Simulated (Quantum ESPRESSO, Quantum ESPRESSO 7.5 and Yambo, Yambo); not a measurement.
**BAs (F-43m): G0W0 on several meshes in Yambo**

Aim: the GW shift of BAs (F-43m) against the k mesh.

Calculated with Quantum ESPRESSO 7.5 and Yambo 5.3.0; PBE and many-body steps on it, plane waves.

### 1. The starting structure

The structure is cubic, space group F-43m (No. 216). The conventional cell has a = 4.777 Å, b = 4.777 Å, c = 4.777 Å, α = 90.00°, β = 90.00°, γ = 90.00°. B has 4 As at 2.07 Å nearest. Nearest to As lie 4 B at 2.07 Å. Farther neighbours are not listed.

The cell and positions come from the Crystallography Open Database and are kept as given unless a step says otherwise.

### 2. Empty states on the mesh, 2×2×2 mesh, 94 bands

This step: Quantum ESPRESSO 7.5; DFT, PBE, plane waves, norm-conserving pseudopotentials.

The sums over transitions need many empty states on a uniform mesh; this step solves for them.

File pw.in:

```
&control
  calculation = 'nscf'
  prefix = 'x'
  outdir = 'o'
  pseudo_dir = 'pseudo'
/
&system
  ibrav = 0
  nat = 2
  ntyp = 2
  ecutwfc = 100.0
  nbnd = 94
  force_symmorphic = .true.
/
&electrons
  conv_thr = 1e-9
  electron_maxstep = 80
  diago_full_acc = .true.
  diago_thr_init = 5e-6
/
ATOMIC_SPECIES
  B 10.81 B.upf
  As 74.922 As.upf
CELL_PARAMETERS angstrom
  -0.0000000000 2.3885000000 2.3885000000
  2.3885000000 -0.0000000000 2.3885000000
  2.3885000000 2.3885000000 -0.0000000000
ATOMIC_POSITIONS crystal
  B 0.0000000000 0.0000000000 0.0000000000
  As 0.2500000000 0.2500000000 0.2500000000
K_POINTS automatic
  2 2 2 0 0 0
```

Started as:

```bash
$ OMP_NUM_THREADS=1 mpirun -n 4 pw.x -nk 4 -in pw.in > pw.out
```

Log:

```text
Program PWSCF v.7.5 starts

     This program is part of the open-source Quantum ESPRESSO suite
     for quantum simulation of materials; please cite
         "P. Giannozzi et al., J. Phys.:Condens. Matter 21 395502 (2009);
         "P. Giannozzi et al., J. Phys.:Condens. Matter 29 465901 (2017);
         "P. Giannozzi et al., J. Chem. Phys. 152 154105 (2020);
     in publications or presentations arising from this work. More details at

     Atomic positions and unit cell read from directory:
     o/x.save/

     Message from routine setup:
[...]
k =-0.7071 0.0000 0.0000 (  3138 PWs)   bands (ev):

  -173.2770-116.6590-116.6590-116.6590 -23.6968 -23.6780 -23.6759 -23.6759
[...]
98.4736 102.6701 102.6701 103.0409 105.3827 105.3827 106.5495 106.9028
   108.9821 108.9821 109.6044 110.1406 110.5810 110.5810 111.3787 111.3896
   112.1082 114.2442 114.5073 114.5073 114.9024 116.0672

     highest occupied, lowest unoccupied level (ev):    12.1652   13.6158

     XML data file, pseudopotentials, collected wavefunctions

=------------------------------------------------------------------------------=
   JOB DONE.
=------------------------------------------------------------------------------=
```

Elapsed: 3.1 s, on 4 MPI ranks of Arm Neoverse V1, shared host; peak memory 0.27 GiB.

This step gave:

```
gap                                                           : 1.451 eV
k of the valence top                                          : 0, 0, 0
k of the conduction bottom                                    : 0, -0.5, -0.5
least direct gap                                              : 3.289 eV
k points computed                                             : 3
lowest point of the top converged band, above the valence top : 103.9021 eV
```

On this mesh the gap is 1.451 eV.

The density comes from a self-consistent run that is not shown.

### 3. Conversion and set-up

This step: Yambo 5.3.0; conversion and set-up on PBE, plane waves, norm-conserving pseudopotentials.

The states are converted to the many-body program's format and the q mesh is built.

Started as:

```bash
$ (cd o/x.save; p2y > p2y.log; mv SAVE ../..); yambo > setup.log
```

Log:

```text
 Yambo, version 5.3.0

 [02] CORE Variables Setup
 =========================

  [02.01] Unit cells
  ==================

  Cell kind             :  FCC
  Atoms in the cell     :  B  As
  number of B  atoms    :  1
  number of As atoms    :  1

  List of atomic masses
  Mass of B     :  10.81000
  Mass of As    :  74.92200

  List of atomic coordinates    : [cc]
  B1       :  0.000000  0.000000  0.000000  order 1
  As1       :  2.256805  2.256805  2.256805  order 2

  Alat factors          :  4.513611  4.513611  4.513611 [a.u.]
  Direct lattice volume :  183.9087 [a.u.]
[...]
0.000000  0.000000  0.000000  0.000000  0.000000  0.000000  0.000000  0.000000

 [03] Transferred momenta grid and indexing
 ==========================================

 IBZ Q-points                                      :  3
 BZ  Q-points                                      :   8

 K/Q-points units:
 rlu = crystal or reduced units; cc = cartesian coordinates; iku = interal k-units

 Q [1]          [rlu]:  0.000000  0.000000  0.000000
 Q [2]          [rlu]: -0.63303E-17 -0.63303E-17 -0.50000
 Q [3]          [rlu]:  0.36976E-16 -0.50000     -0.50000

  [03.01] X indexes
  =================

   [03.01.01] Sigma indexes
   ========================

 [06] Game Over & Game summary
```

Elapsed: 2.3 s, on 1 MPI rank; peak memory 0.24 GiB.

### 4. 2×2×2

G0W0 replaces the xc potential by the self-energy, built once from these orbitals. Only a window of levels is corrected, while the sums run over the empty bands that the input names.

This step: G0W0 on PBE, plane waves, norm-conserving pseudopotentials.

File gw13.in:

```
HF_and_locXC
gw0
dyson
ppa
em1d
rim_cut
RandQpts= 1000000
RandGvec= 1 RL
EXXRLvcs= 100 Ry
VXCRLvcs= 400 Ry
Chimod= "HARTREE"
% BndsRnXp
 1 | 94 |
%
NGsBlkXp= 15.5 Ry
% LongDrXp
 1 | 1 | 1 |
%
% GbndRnge
 1 | 94 |
%
DysSolver= "n"
ExtendOut
PPAPntXp= 27.21138 eV
% QPkrange
 1 | 1 | 12 | 15 |
 3 | 3 | 12 | 15 |
%
```

Started as:

```bash
$ OMP_NUM_THREADS=1 mpirun -n 4 yambo -F gw13.in -J gw13 -C gw13 > gw13.log
```

Log:

```text
 Yambo, version 5.3.0

 [02] CORE Variables Setup
 =========================

  [... cell, symmetries and grids as in the set-up ...]

  [02.05] Energies & Occupations
  ==============================

  [X] === General ===
  [X] Electronic Temperature                        :  0.000000  0.000000 [eV K]
  [X] Bosonic    Temperature                        :  0.000000  0.000000 [eV K]
  [X] Finite Temperature mode                       : no
  [X] El. density                                   :  0.95404E+24 [cm-3]
  [X] Fermi Level                                   :  12.16515 [eV]

  [X] === Gaps and Widths ===
  [X] Conduction Band Min                           :  1.450685 [eV]
  [X] Valence Band Max                              :  0.000000 [eV]
  [X] Filled Bands                                  :  13
  [X] Empty Bands                                   :   14   94
  [X] Direct Gap                                    :  3.288876 [eV]
  [X] Direct Gap localized at k                     :  1
  [X] Indirect Gap                                  :  1.450685 [eV]
  [X] Indirect Gap between kpts                     :  1  3
  [X] Last valence band width                       :  4.074003 [eV]
  [X] 1st conduction band width                     :  1.838191 [eV]

 [03] Transferred momenta grid and indexing
 ==========================================

 IBZ Q-points                                      :  3
 BZ  Q-points                                      :   8

 K/Q-points units:
 rlu = crystal or reduced units; cc = cartesian coordinates; iku = interal k-units

 Q [1]          [rlu]:  0.000000  0.000000  0.000000
 Q [2]          [rlu]: -0.63303E-17 -0.63303E-17 -0.50000
 Q [3]          [rlu]:  0.36976E-16 -0.50000     -0.50000

 [04] Coloumb potential Random Integration (RIM)
 ===============================================

  [04.01] RIM initialization
  ==========================

  * Diagonal components only detected *

  8 x (sBL volume)        :  1.348768 [a.u.]
  sBZ random points       :  1000000
  Points outside the sBZ  :   7996195
  RL volume               :  1.348768 [a.u.]
  Integrated volume       :  1.349410 [a.u.]

  [04.02] RIM integrals
  =====================

  Gamma point sphere radius             :  0.200415 [a.u.]
  Points outside the sphere             :   799659
  [Int_sBZ(q=0) 1/q^2]*(Vol_sBZ)^(-1/3) =:  7.764404
                                 should be <:  7.795600

  Summary of Coulomb integrals for non-metallic bands |Q|[au] RIM/Bare

  Q [1] 0.100000E-4 0.995998 * Q [2] 0.602777 1.064860
  Q [3] 0.696026 1.063764

 [05] Dipoles
 ============

  [05.01] Setup: observables and procedures
  =========================================

 [06] Dynamic Dielectric Matrix (PPA)
 ====================================

 [WR./gw13//ndb.pp]--------------------------------------------------------------
  Brillouin Zone Q/K grids (IBZ/BZ)                :   3   8   3   8
  RL vectors                                       :   3767 [WF]
  Coulomb cutoff potential                         : none
  Electronic Temperature                           :  0.000000 [K]
  Bosonic    Temperature                           :  0.000000 [K]
  PPA    diel. fun.  energies                      : Perdew, Burke & Ernzerhof(X)+Perdew, Burke & Ernzerhof(C)
  wavefunctions                                    : Perdew, Burke & Ernzerhof(X)+Perdew, Burke & Ernzerhof(C)
  Global Gauge                                     : length
  X matrix size                                    :  229
  X band range                                     :    1   94
  X e/h energy range                               : -1.000000 -1.000000 [eV]
  X Time ordering                                  : R
  X Hxc Kernel                                     : HARTREE
  X Drude frequency                                :  0.000000  0.000000
  X poles                                          :  100.0000 [o/o]
  RL vectors in the sum                            :   3767
  [r,Vnl] included                                 : yes
  Field direction                                  :  0.577350E-5  0.577350E-5  0.577350E-5
  BZ energy Double Grid                            : no
  BZ energy DbGd points                            : 0
  BZ Q point size factor                           : -1.000000
  X Optical Averaged directions                    : none

 [07] Local Exchange-Correlation + Non-Local Fock
 ================================================

 [VXC] Plane waves :  24933
 [EXS] Plane waves :  3143

 QP @ state[ 1 ] K range:  1  1
 QP @ state[ 1 ] b range:  12  15
 QP @ state[ 2 ] K range:  3  3
 QP @ state[ 2 ] b range:  12  15

 [xc] Functional : Perdew, Burke & Ernzerhof(X)+Perdew, Burke & Ernzerhof(C)
 [xc] LIBXC used to calculate xc functional
  PP Number of Atomic Species                      :  2
  NLCC RL compoments                               :  24933
  PP Number of Atomic Species                      :  2
  NLCC RL compoments                               :  24933

 [xc] E_xc :  -25.10051 [Ha]
      E_xc :  -50.20102 [Ry]

  Local XC kind (lXC) : Perdew, Burke & Ernzerhof(X)+Perdew, Burke & Ernzerhof(C)
  Non-Local XC kind (nlXC) : Hartree-Fock

  Corrections @ K [1] :  [eV]
 <12|nlXC|12> = -16.60842 -0.69681E-17 <12|lXC|12> = -14.32424 -0.94408E-16
 <13|nlXC|13> = -16.60843 -0.15844E-16 <13|lXC|13> = -14.32424  0.75527E-15
 <14|nlXC|14> = -7.440199  0.26474E-17 <14|lXC|14> = -13.01832 -0.37763E-15
 <15|nlXC|15> = -7.440199 -0.16204E-16 <15|lXC|15> = -13.01832 -0.18882E-15

  Corrections @ K [3] :  [eV]
 <12|nlXC|12> = -16.16786  0.21437E-16 <12|lXC|12> = -13.12081  0.000000
 <13|nlXC|13> = -16.16786 -0.20665E-16 <13|lXC|13> = -13.12081 -0.14161E-15
 <14|nlXC|14> = -6.031651 -0.19683E-17 <14|lXC|14> = -10.96917 -0.23602E-16
 <15|nlXC|15> = -6.118322  0.31996E-18 <15|lXC|15> = -11.16008 -0.21574E-16

  [07.01] Hartree-Fock occupations report
  =======================================

  [Hartree-Fock] === General ===
  [Hartree-Fock] Electronic Temperature             :  0.000000  0.000000 [eV K]
  [Hartree-Fock] Bosonic    Temperature             :  0.000000  0.000000 [eV K]
  [Hartree-Fock] Finite Temperature mode            : no
  [Hartree-Fock] El. density                        :  0.95404E+24 [cm-3]
  [Hartree-Fock] Fermi Level                        :  12.16515 [eV]

  [Hartree-Fock] === Gaps and Widths ===
  [Hartree-Fock] Conduction Band Min                :  2.701261 [eV]
  [Hartree-Fock] Valence Band Max                   : -1.819130 [eV]
  [Hartree-Fock] Filled Bands                       :  13
  [Hartree-Fock] Empty Bands                        :   14   94
  [Hartree-Fock] Direct Gap                         :  4.520392 [eV]
  [Hartree-Fock] Direct Gap localized at k          :  2
  [Hartree-Fock] Indirect Gap                       :  4.520392 [eV]
  [Hartree-Fock] Indirect Gap between kpts          :  2  2
  [Hartree-Fock] Last valence band width            :  5.301916 [eV]
  [Hartree-Fock] 1st conduction band width          :  6.165736 [eV]

 [08] Dyson equation: Newton solver
 ==================================

  [08.01] G0W0 (W PPA)
  ====================

  [  GW  ] Bands range     :    1   94
  [GW/PPA] G damping       :  0.100000 [eV]

  QP @ state[ 1 ] K range:  1  1
  QP @ state[ 1 ] b range:  12  15
  QP @ state[ 2 ] K range:  3  3
  QP @ state[ 2 ] b range:  12  15

   Sc/G bands                                       :    1   94
   Sc/G damping                                     :  0.100000 ev
   Sc bands terminator                              : no
   Sx RL components                                 :  3143

   QP @ state[ 1 ] K range                          :  1  1
   QP @ state[ 1 ] b range                          :  12  15
   QP @ state[ 2 ] K range                          :  3  3
   QP @ state[ 2 ] b range                          :  12  15
   GF energies kind                                 : Perdew, Burke & Ernzerhof(X)+Perdew, Burke & Ernzerhof(C)
   GF WF`s kind                                     : Perdew, Burke & Ernzerhof(X)+Perdew, Burke & Ernzerhof(C)
   Xs energies kind                                 : Perdew, Burke & Ernzerhof(X)+Perdew, Burke & Ernzerhof(C)
   Xs WF`s kind                                     : Perdew, Burke & Ernzerhof(X)+Perdew, Burke & Ernzerhof(C)

 [11] Game Over & Game summary
```

The job ended after 7.8 s (4 MPI ranks; peak memory 1.1 GiB; 27 s of CPU time).

This step gave:

* G0W0 gap on the points computed: 1.846 eV
* starting gap on the mesh: 1.451 eV
* k of the valence top: 0, 0, 0
* k of the conduction bottom: 0, -0.5, -0.5
* least direct G0W0 gap on the computed points: 4.124 eV
* Z at the valence top: 0.8107
* Z at the conduction bottom: 0.8228

The gap on the mesh goes from 1.45 eV to 1.85 eV, a correction of +0.39 eV.

### 5. Empty states on the mesh, 6×6×6 mesh, 94 bands

This step: Quantum ESPRESSO 7.5; DFT, PBE, plane waves, norm-conserving pseudopotentials.

Edit pw.in of step 2 so:

```diff
@@ -31,2 +31,2 @@
 K_POINTS automatic
-  2 2 2 0 0 0
+  6 6 6 0 0 0
```

Started as:

```bash
$ OMP_NUM_THREADS=1 mpirun -n 4 pw.x -nk 4 -in pw.in > pw.out
```

Log:

```text
[banner, memory and clock lines left out]
Program PWSCF v.7.5 starts

     Atomic positions and unit cell read from directory:
     o/x.save/

     Message from routine setup:
     using ibrav=0 with symmetry is DISCOURAGED, use correct ibrav instead

     G-vector sticks info

     bravais-lattice index     =            0
     lattice parameter (alat)  =       6.3832  a.u.
     unit-cell volume          =     183.9087 (a.u.)^3
     number of atoms/cell      =            2
     number of atomic types    =            2
     number of electrons       =        26.00
[...]
117.9855 120.1894 120.1894 120.5054 122.4154 122.4156

          k = 0.2357 0.2357-0.2357 (  3100 PWs)   bands (ev):

  -173.2770-116.6590-116.6589-116.6589 -23.6893 -23.6870 -23.6870 -23.6704
[...]
97.4226  97.4226  99.8043 103.0378 103.0378 104.4709 104.7723 105.8447
   107.8004 107.8004 108.3920 110.8707 111.4885 111.4885 115.5499 115.5499
   117.9775 119.8816 119.8816 120.2767 122.2173 122.2173

          k =-0.3536-0.3536 0.3536 (  3100 PWs)   bands (ev):

     [... further k-points ...]

     highest occupied, lowest unoccupied level (ev):    12.1652   13.4570

     XML data file, pseudopotentials, collected wavefunctions
```

The job ended after 10 s (4 MPI ranks; peak memory 0.3 GiB; 40 s of CPU time).

This step gave:

| Item | Value |
| --- | --- |
| gap | 1.292 eV |
| k of the valence top | 0, 0, 0 |
| k of the conduction bottom | 0, 0.3333, 0.3333 |
| least direct gap | 3.289 eV |
| k points computed | 16 |
| lowest point of the top converged band, above the valence top | 103.9021 eV |

On this mesh the gap is 1.292 eV.

### 6. Conversion and set-up

This step: Yambo 5.3.0; conversion and set-up on PBE, plane waves, norm-conserving pseudopotentials.

Started as:

```bash
$ (cd o/x.save; p2y > p2y.log; mv SAVE ../..); yambo > setup.log
```

Log:

```text
 Yambo, version 5.3.0

 [02] CORE Variables Setup
 =========================

  [02.01] Unit cells
  ==================

  Cell kind             :  FCC
  Atoms in the cell     :  B  As
  number of B  atoms    :  1
  number of As atoms    :  1

  List of atomic masses
  Mass of B     :  10.81000
  Mass of As    :  74.92200

  List of atomic coordinates    : [cc]
  B1       :  0.000000  0.000000  0.000000  order 1
  As1       :  2.256805  2.256805  2.256805  order 2

  Alat factors          :  4.513611  4.513611  4.513611 [a.u.]
  Direct lattice volume :  183.9087 [a.u.]
[...]
Q [ 1]         [rlu]:  0.000000  0.000000  0.000000
 Q [ 2]         [rlu]: -0.44040E-17 -0.44040E-17  0.16667
 Q [ 3]         [rlu]: -0.88081E-17 -0.88081E-17  0.33333
[...]
Q [ 8]         [rlu]: -0.63303E-17  0.16667     -0.33333
 Q [ 9]         [rlu]:  0.28747E-16  0.16667     -0.16667
 Q [10]         [rlu]: -0.18005E-16  0.33333      0.33333
     [... 4 further rows ...]
 Q [15]         [rlu]:  0.166667  0.333333 -0.333333
 Q [16]         [rlu]:  0.166667 -0.500000 -0.333333

  [03.01] X indexes
  =================

   [03.01.01] Sigma indexes
   ========================

 [06] Game Over & Game summary
```

The job ended after 2.6 s (1 MPI rank; peak memory 0.24 GiB).

(Part 1 of 2 ends here.)

[Paths, hosts, dates, memory and timing lines, banners, echoed tables and standing remarks are left out of the program output.]

[Logs are printed without paths, hosts, clocks, repeated set-up lines and the standing remarks that a program may print on its own settings, such as how far it seeks lower states.]

[Runs of the session that timed out or met a known fault of the program may be left out.]

[Hosts, paths, dates, database ids (printed as entryN), source tags and the programs' standing remarks are cut or masked in the printed files.]
